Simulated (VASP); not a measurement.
# CoO (I4/mmm) in VASP: relaxation of cell and atoms with PBE

Aim: the relaxation of cell and atoms of CoO with PBE.

Program: VASP 6.6.1. These are calculated values, not measurements. Logs are shortened: lines on timing, memory, paths and dates and some standing lists are left out, and cuts for length are marked.

**1. The structure**

The structure is tetragonal, space group I4/mmm (No. 139). Conventional cell: a = 3.016 Å, b = 3.016 Å, c = 4.215 Å, α = 90.00°, β = 90.00°, γ = 90.00°. Co (site symmetry 4/mmm) has 6 O at 2.11 to 2.13 Å as nearest neighbours. Around O (site symmetry 4/mmm) lie 6 Co at 2.11 to 2.13 Å.

**2. Relaxation of cell and atoms, PBE, collinear spin, ferromagnetic start**

Contents of INCAR:

```
SYSTEM = CoO
ALGO = Normal
EDIFF = 0.001
EDIFFG = -0.02
ENCUT = 600
GGA = PE
IBRION = 2
ISIF = 3
ISMEAR = -1
ISPIN = 2
LASPH = .True.
LCHARG = .False.
LMAXMIX = 4
LORBIT = 11
LREAL = .False.
LWAVE = .False.
MAGMOM = 2 0
NELM = 100
NSW = 40
PREC = Accurate
PSTRESS = 0
SIGMA = 0.05
```

Contents of KPOINTS:

```
k-points
0
Gamma
  9 9 9
  0 0 0
```

Contents of POSCAR:

```
CoO
1.0
   -1.5080004400      1.5080004400      2.1072503600
    1.5080004400     -1.5080004400      2.1072503600
    1.5080004400      1.5080004400     -2.1072503600
Co O
1 1
Direct
    0.0000000000      0.0000000000      0.0000000000
    0.5000000000      0.5000000000      0.0000000000
```

Potentials or basis: VASP PAW PBE potentials, release 64 (Co, O).

Command:

```sh
> cat potpaw_PBE.64/Co/POTCAR potpaw_PBE.64/O/POTCAR > POTCAR
> mpirun -np 1 vasp_std > vasp.out
```

OUTCAR:

```text
SYSTEM = CoO
   EDIFF = 0.001
   EDIFFG = -0.02
   ENCUT = 600
   GGA = PE
   IBRION = 2
   ISIF = 3
   ISMEAR = -1
   ISPIN = 2
   LASPH = .True.
   LORBIT = 11
   LREAL = .False.
   NELM = 100
   NSW = 40
   PREC = Accurate
   PSTRESS = 0

 ion  position               nearest neighbor table
   1  0.000  0.000  0.000-   2 2.11   2 2.11   2 2.13   2 2.13   2 2.13   2 2.13
   2  0.500  0.500  0.000-   1 2.11   1 2.11   1 2.13   1 2.13   1 2.13   1 2.13

  LATTYP: Found a body centered tetragonal cell.
 ALAT       =     3.0160008800
 C/A-ratio  =     1.3973804676

  Lattice vectors:

 A1 = (  -1.5080004400,   1.5080004400,   2.1072503600)
 A2 = (   1.5080004400,  -1.5080004400,   2.1072503600)
 A3 = (   1.5080004400,   1.5080004400,  -2.1072503600)

Analysis of symmetry for initial positions (statically):
=====================================================================
 Subroutine PRICEL returns:
 Original cell was already a primitive cell.

 Routine SETGRP: Setting up the symmetry group for a
 body centered tetragonal supercell.

 Subroutine GETGRP returns: Found 16 space group operations
 (whereof 16 operations were pure point group operations)
 out of a pool of 16 trial point group operations.

The static configuration has the point symmetry D_4h.

Analysis of symmetry for dynamics (positions and initial velocities):
=====================================================================
 Subroutine PRICEL returns:
 Original cell was already a primitive cell.

 Routine SETGRP: Setting up the symmetry group for a
 body centered tetragonal supercell.

 Subroutine GETGRP returns: Found 16 space group operations
 (whereof 16 operations were pure point group operations)
 out of a pool of 16 trial point group operations.

The dynamic configuration has the point symmetry D_4h.

Analysis of structural, dynamic, and magnetic symmetry:
=====================================================================
 Subroutine PRICEL returns:
 Original cell was already a primitive cell.

 Routine SETGRP: Setting up the symmetry group for a
 body centered tetragonal supercell.

 Subroutine GETGRP returns: Found 16 space group operations
 (whereof 16 operations were pure point group operations)
 out of a pool of 16 trial point group operations.

The overall configuration has the point symmetry D_4h.

 Subroutine INISYM returns: Found 16 space group operations
 (whereof 16 operations are pure point group operations),
 and found     1 'primitive' translations

----------------------------------------------------------------------------------------

                                     Primitive cell

  volume of cell :      19.1681

  direct lattice vectors                    reciprocal lattice vectors
    -1.508000440  1.508000440  2.107250360     0.000000000  0.331564890  0.237276030
     1.508000440 -1.508000440  2.107250360     0.331564890  0.000000000  0.237276030
     1.508000440  1.508000440 -2.107250360     0.331564890  0.331564890  0.000000000

  length of vectors
     2.998105191  2.998105191  2.998105191     0.407719500  0.407719500  0.468903564

  position of ions in fractional coordinates (direct lattice)
     0.000000000  0.000000000  0.000000000
     0.500000000  0.500000000  0.000000000

  ion indices of the primitive-cell ions
   primitive index   ion index
                 1           1
                 2           2

----------------------------------------------------------------------------------------

 KPOINTS: k-points

Automatic generation of k-mesh.
 Grid dimensions read from file:
 generate k-points for:    9    9    9

 Generating k-lattice:

  Cartesian coordinates                     Fractional coordinates (reciprocal lattice)
     0.000000000  0.036840543  0.026364003     0.111111111  0.000000000  0.000000000
     0.036840543  0.000000000  0.026364003     0.000000000  0.111111111  0.000000000
     0.036840543  0.036840543  0.000000000     0.000000000  0.000000000  0.111111111

  Length of vectors
     0.045302167  0.045302167  0.052100396

  Shift w.r.t. Gamma in fractional coordinates (k-lattice)
     0.000000000  0.000000000  0.000000000

 Subroutine IBZKPT returns following result:
 ===========================================

 Found     75 irreducible k-points:

 Following reciprocal coordinates:
            Coordinates               Weight
  0.000000  0.000000  0.000000      1.000000
  0.111111  0.000000 -0.000000      8.000000
  0.222222  0.000000 -0.000000      8.000000
  0.333333  0.000000  0.000000      8.000000
  0.444444  0.000000 -0.000000      8.000000
  0.111111  0.111111 -0.000000      8.000000
[... 16 lines left out ...]
 -0.333333  0.333333  0.000000      4.000000
  0.444444  0.444444 -0.000000      8.000000
 [... further k-points ...]
   k-points           NKPTS =     75   k-points in BZ     NKDIM =     75   number of bands    NBANDS=     12
   number of dos      NEDOS =    301   number of ions     NIONS =      2
   total plane-waves  NPLWV =  13824
   dimension x,y,z NGX =    24 NGY =   24 NGZ =   24
   dimension x,y,z NGXF=    48 NGYF=   48 NGZF=   48
   ions per type =               1   1
   NGX,Y,Z   is equivalent  to a cutoff of  13.31, 13.31, 13.31 a.u.
   NGXF,Y,Z  is equivalent  to a cutoff of  26.62, 26.62, 26.62 a.u.
 SYSTEM =  CoO
   PREC   = accura    normal or accurate (medium, high low for compatibility)
   ISTART =      0    job   : 0-new  1-cont  2-samecut
   ICHARG =      2    charge: 1-file 2-atom 10-const
   ISPIN  =      2    spin polarized calculation?
   LNONCOLLINEAR =      F non collinear calculations
   LSORBIT =      F    spin-orbit coupling
   LASPH  =      T    aspherical Exc in radial PAW
   ENCUT  =  600.0 eV  44.10 Ry    6.64 a.u.   5.99  5.99  5.99*2*pi/ulx,y,z
   NELM   =    100;   NELMIN=  2; NELMDL= -5     # of ELM steps
   EDIFF  = 0.1E-02   stopping-criterion for ELM
   LREAL  =      F    real-space projection
   EDIFFG = -.2E-01   stopping-criterion for IOM
   NSW    =     40    number of steps for IOM
   IBRION =      2    ionic relax: 0-MD 1-quasi-New 2-CG
   NFREE  =      1    steps in history (QN), initial steepest desc. (CG)
   ISIF   =      3    stress and relaxation
   ISYM   =      2    0-nonsym 1-usesym 2-fastsym
   POTIM  = 0.5000    time-step for ionic-motion
   TEBEG  =    0.0;   TEEND  =   0.0 temperature during run
   PSTRESS=    0.0 pullay stress
   NELECT =      15.0000    total number of electrons
   NUPDOWN=      -1.0000    fix difference up-down
   EMIN   =  10.00;   EMAX   =-10.00  energy-range for DOS
   EFERMI =   0.00;   METHOD = LEGACY
   ISMEAR =    -1;   SIGMA  =   0.05  broadening in eV -4-tet -1-fermi 0-gaus
   EFERMI_NEDOS =   21; number of points for ismear=-14 and -15
   IALGO  =     38    algorithm
   IMIX   =      4    mixing-type and parameters
     AMIX     =   0.40;   BMIX     =  1.00
     AMIX_MAG =   1.60;   BMIX_MAG =  1.00
  volume/ion in A,a.u.               =       9.58        64.68
  Fermi-wavevector in a.u.,A,eV,Ry     =   1.508617  2.850872 30.965828  2.275924
  Thomas-Fermi vector in A             =   2.619047
   LORBIT       =     11    0 simple, 1 ext, 2 COOP (PROOUT), +10 PAW based schemes
   GGA     = PE    functional components
   LHFCALC =     F    Hartree Fock is set to
   AEXX    =    0.0000 exact exchange contribution
   IVDW    =     0    specifies the selected vdW correction
   LEPSILON=     F    determine dielectric tensor
   LRPA    =     F    only Hartree local field effects (RPA)
 conjugate gradient relaxation of ions
 spin polarized calculation
  energy-cutoff  :      600.00
  volume of cell :       19.17
 maximum number of plane-waves:       648
   NGX = 11   NGY = 11   NGZ = 11

--------------------------------------- Ionic step        1  -------------------------------------------

 number of electron      15.0000006 magnetization       2.8578940

 Free energy of the ion-electron system (eV)
  ---------------------------------------------------
  ext. energy  EPLUGINS =         0.00000000
  ---------------------------------------------------
  free energy    TOTEN  =       -13.06639335 eV

  energy without entropy =      -13.03112948  energy(sigma->0) =      -13.04876141

------------------------ aborting loop because EDIFF is reached ----------------------------------------

  FORCE on cell =-STRESS in cart. coord.  units (eV):
  Direction    XX          YY          ZZ          XY          YZ          ZX
  --------------------------------------------------------------------------------------
  -------------------------------------------------------------------------------------
  Total        0.0746215      0.0746215     -0.0670240      0.0000000      0.0000000      0.0000000
  in kB        6.2372801      6.2372801     -5.6022436      0.0000000      0.0000000      0.0000000
  external PRESSURE =       2.2907722 kB  Pullay stress =       0.0000000 kB
[... 201 lines left out ...]
  energy  without entropy=      -13.0310263852  energy(sigma->0) =      -13.04852986

--------------------------------------- Ionic step        7  -------------------------------------------

 number of electron      15.0000006 magnetization       2.8552840

 Free energy of the ion-electron system (eV)
  ---------------------------------------------------
  ext. energy  EPLUGINS =         0.00000000
  ---------------------------------------------------
  free energy    TOTEN  =       -13.06611999 eV

  energy without entropy =      -13.03095137  energy(sigma->0) =      -13.04853568

 E-fermi :   7.9794     XC(G=0): -12.4401

 val. band max:        7.9759442781   @ k =   0.4444   0.3333   0.0000
 cond. band min:       7.9805085390   @ k =   0.4444   0.2222   0.1111
 fundamental gap:      0.0045642609
 Fermi energy:         7.9793876462

 spin component 1

 k-point     1 :       0.0000    0.0000    0.0000
  band No.  band energies     occupation
      1     -12.2585      1.00000
      2       4.7283      1.00000
      3       4.7521      1.00000
      4       4.8096      1.00000
      5       4.8598      1.00000
      6       4.8598      1.00000
      7       4.8718      1.00000
      8       4.8718      1.00000
      9       5.0758      1.00000
     10       9.0228      0.00000
     11      24.8676      0.00000
     12      26.1506      0.00000
[... 331 lines left out ...]
 k-point    24 :       0.4444    0.4444   -0.0000
  band No.  band energies     occupation
      1     -10.9881      1.00000
      2       1.2070      1.00000
      3       2.8772      1.00000
      4       3.2521      1.00000
      5       4.5082      1.00000
      6       5.5945      1.00000
      7       5.7280      1.00000
      8       5.9147      1.00000
      9       6.0480      1.00000
     10      14.2658      0.00000
     11      17.7601      0.00000
     12      19.2731      0.00000

 [... further k-points ...]

 spin component 2

 k-point     1 :       0.0000    0.0000    0.0000
  band No.  band energies     occupation
      1     -11.7823      1.00000
      2       5.3233      1.00000
      3       5.3978      1.00000
      4       5.3978      1.00000
      5       6.8552      1.00000
      6       6.8553      1.00000
      7       6.9006      1.00000
      8       7.9889      0.45248
      9       8.0786      0.12085
     10       9.5570      0.00000
     11      24.7797      0.00000
     12      26.6518      0.00000
[... 331 lines left out ...]
 k-point    24 :       0.4444    0.4444   -0.0000
  band No.  band energies     occupation
      1     -10.4375      1.00000
      2       1.6175      1.00000
      3       3.5368      1.00000
      4       4.0080      1.00000
      5       6.1596      1.00000
      6       8.0473      0.20446
      7       8.1249      0.05169
      8       8.7429      0.00000
      9       9.0592      0.00000
     10      15.0992      0.00000
     11      18.2100      0.00000
     12      19.8950      0.00000

 [... further k-points ...]

------------------------ aborting loop because EDIFF is reached ----------------------------------------

  FORCE on cell =-STRESS in cart. coord.  units (eV):
  Direction    XX          YY          ZZ          XY          YZ          ZX
  --------------------------------------------------------------------------------------
  -------------------------------------------------------------------------------------
  Total        0.0007525      0.0007525      0.0293393      0.0000000      0.0000000      0.0000000
  in kB        0.0627458      0.0627458      2.4462924      0.0000000      0.0000000      0.0000000
  external PRESSURE =       0.8572613 kB  Pullay stress =       0.0000000 kB
[... 17 lines left out ...]
  FREE ENERGIE OF THE ION-ELECTRON SYSTEM (eV)
  ---------------------------------------------------
  free  energy   TOTEN  =       -13.0661199932 eV

  energy  without entropy=      -13.0309513686  energy(sigma->0) =      -13.04853568

 reached required accuracy - stopping structural energy minimisation

 total charge

# of ion       s       p       d       tot
------------------------------------------
    1        0.295   0.360   7.153   7.808
    2        1.553   3.424   0.000   4.977
--------------------------------------------------
tot          1.848   3.784   7.153  12.785

 magnetization (x)

# of ion       s       p       d       tot
------------------------------------------
    1        0.021   0.018   2.480   2.519
    2        0.028   0.253   0.000   0.281
--------------------------------------------------
tot          0.049   0.271   2.480   2.800
```

It took 93 s on 1 thread of AMD EPYC 7R13 (Zen 3), shared host; peak memory 0.15 GiB.

These settings aren't checked as converged (typed here: EDIFF = 0.001): the numbers below hold their error.

What came out:

```
Free energy                                           : -13.0661 eV
Relaxed volume                                        : 9.61 Å³/atom
Relaxed cell                                          : a = 2.999 Å, b = 2.999 Å, c = 2.999 Å, α = 119.46°, β = 119.46°, γ = 90.93°
Space group after relaxing (to 0.05 Å)                : I4/mmm (No. 139)
Energy gained by relaxing                             : -0.1 meV/atom
Ionic steps                                           : 7
Pressure after relaxing                               : 0.1 GPa
Band gap on the k mesh                                : none (metal or under the smearing width)
Net moment                                            : 2.86 μB per cell
Site moments                                          : Co +2.52; O +0.28 μB
Valence electrons inside the program's atomic spheres : Co 7.81; O 4.98
```

Caveat: a cell with one magnetic atom can't hold antiferromagnetic order, which such compounds often take; semilocal functionals often make such compounds metallic where correlation or magnetic order opens a gap, which also shifts bond lengths.
